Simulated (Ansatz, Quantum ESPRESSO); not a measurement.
# silicene, 1 layer: the dipole at a withheld member of a series

How the rows were computed: Quantum ESPRESSO 7.5, PBE, GBRV ultrasoft. Cell and atoms are relaxed without a field with a D3(BJ) correction and then held. Sawtooth field with dipole correction, 17 Å of vacuum in the starting cell, Fermi-Dirac smearing of 0.002 Ry; bands along a path at each field. The series steps the field along the normal.

| field along the normal | dipole (e Å) |
| --- | --- |
| 0 V/Å | 0.0000 |
| 0.05 V/Å | 0.0118 |
| 0.1 V/Å | 0.0236 |
| 0.2 V/Å | 0.0471 |
| 0.4 V/Å | 0.0943 |

**Question.** What is the dipole at 0.3 V/Å?

**Fit.** The rows at 0.2 V/Å and 0.4 V/Å give a slope of (0.0943 − (0.0471))/(0.4 − (0.2)) = 0.236, so a straight line gives 0.0707 e Å. A parabola through these and the row at 0.1 V/Å gives 0.0707 e Å.

**The withheld run.** 0.0707 e Å. The line misses by 0.0000 and the parabola by 0.0000 e Å. Both misses are under 5 % of the step from the nearer row.

**Limits.** Ions are held; semilocal gaps are too small; in strong fields empty levels can belong to the vacuum; one stacking. Members without a usable value, or on the other side of zero field or charge, are not listed.
